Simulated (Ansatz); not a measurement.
# TiC3: the cost of one run

Program: Ansatz 0.2.0. Level of theory: DFT PBE, scalar-relativistic, plane waves, PAW. These are calculated values, not measurements.

### Step 1. Starting point

The structure is cubic, space group Pm-3m (No. 221). The conventional cell has a = 3.201 Å, b = 3.201 Å, c = 3.201 Å, α = 90.00°, β = 90.00°, γ = 90.00°. Around Ti (site symmetry m-3m) lie 12 C at 2.26 Å. C (site symmetry 4/mmm) is surrounded by 4 Ti at 2.26 Å and 8 C at 2.26 Å.

Structure file:

```cif
data_structure
_symmetry_space_group_name_H-M 'P 1'
_symmetry_Int_Tables_number 1
_cell_length_a 3.2007
_cell_length_b 3.2007
_cell_length_c 3.2007
_cell_angle_alpha 90.000
_cell_angle_beta 90.000
_cell_angle_gamma 90.000
_cell_volume 32.79
loop_
_atom_site_label
_atom_site_type_symbol
_atom_site_fract_x
_atom_site_fract_y
_atom_site_fract_z
_atom_site_occupancy
Ti1 Ti 0.50000 0.50000 0.50000 1
C1 C 0.50000 0.00000 0.00000 1
C2 C 0.00000 0.50000 0.00000 1
C3 C 0.00000 0.00000 0.50000 1
```

The cell was relaxed beforehand at this level, from a generated guess; it needn't be the stable form of this composition. At a tolerance of 0.05 Å it has space group Pm-3m (No. 221); it has 8.20 Å³/atom, an uncorrected energy of +1.90 eV/atom over the elements.

### Step 2. Bands, states and charges

input.yaml

```yaml
crystal:
  lattice:
    - [3.2007439153, 0.0, 0.0]
    - [0.0, 3.2007439153, 0.0]
    - [0.0, 0.0, 3.2007439153]
  atoms:
    - { symbol: Ti, position: [0.5, 0.5, 0.5] }
    - { symbol: C, position: [0.5, 0.0, 0.0] }
    - { symbol: C, position: [0.0, 0.5, 0.0] }
    - { symbol: C, position: [0.0, 0.0, 0.5] }
basis:
  ecutwfc: 420
kpoints:
  mp_grid: { grid: [14, 14, 14] }
  band_path:
    path:
      - [[0.0, 0.0, 0.0], [0.0, 0.5, 0.0], [0.5, 0.5, 0.0], [0.0, 0.0, 0.0], [0.5, 0.5, 0.5], [0.0, 0.5, 0.0]]
      - [[0.5, 0.5, 0.5], [0.5, 0.5, 0.0]]
    npoints: 14
hamiltonian:
  xc: pbe
scf:
  occupations: { method: gaussian, width: 0.1 }
  n_extra_bands: 10
output:
  forces: true
  stress: true
  eigenvalues: true
  populations: true
  dos: { projected: true, de: 0.02, nscf_kmesh: { grid: [17, 17, 17] } }
  bader: true
  write_density: true
  write_potential: true
  elf: true
  volumetric_format: npy
```

Started as:

```sh
> ansatz run input.yaml --threads 1 --pin off --max-ram 2560MiB --backend cpu --events-out ev --progress --plain --runs-dir out
```

Q: Estimate wall time and peak memory on 1 thread of Intel Xeon at 2.70GHz, shared host.

About 25 s, with a peak of 0.39 GiB.
